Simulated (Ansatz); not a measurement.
FeO (Wuestite):

```
Fe O
1.0
     0.00000    2.15540    2.15540
     2.15540    0.00000    2.15540
     2.15540    2.15540    0.00000
Fe O
1 1
Direct
  0.00000 0.00000 0.00000
  0.50000 0.50000 0.50000
```

Base run:

```yaml
Program: Ansatz 0.2.0
Functional: PBE
Potentials_or_basis: all-electron LAPW, scalar-relativistic
Cutoff: 349 eV (chosen from the basis error)
Basis_error_allowed: 0.001 eV/atom
k_mesh: 11 × 11 × 11
Occupations: gaussian, width 0.027 eV
Spin: collinear spin, ferromagnetic start
Starting_moments: "[3.0, 0.0] μB"
```

Its results: pressure -0.4 GPa; net moment 4.00 μB per cell; site moments Fe +3.62; O +0.32 μB.

Q: The run is repeated on the same cell with these changes: functional from PBE to PBEsol; occupations from gaussian, width 0.027 eV to fermi-dirac, width 0.05 eV. What comes out?

A: Pressure -8.6 GPa; net moment 4.00 μB per cell; site moments Fe +3.62; O +0.32 μB.

Caveats: a cell with one magnetic atom can't hold antiferromagnetic order, which such compounds often take.
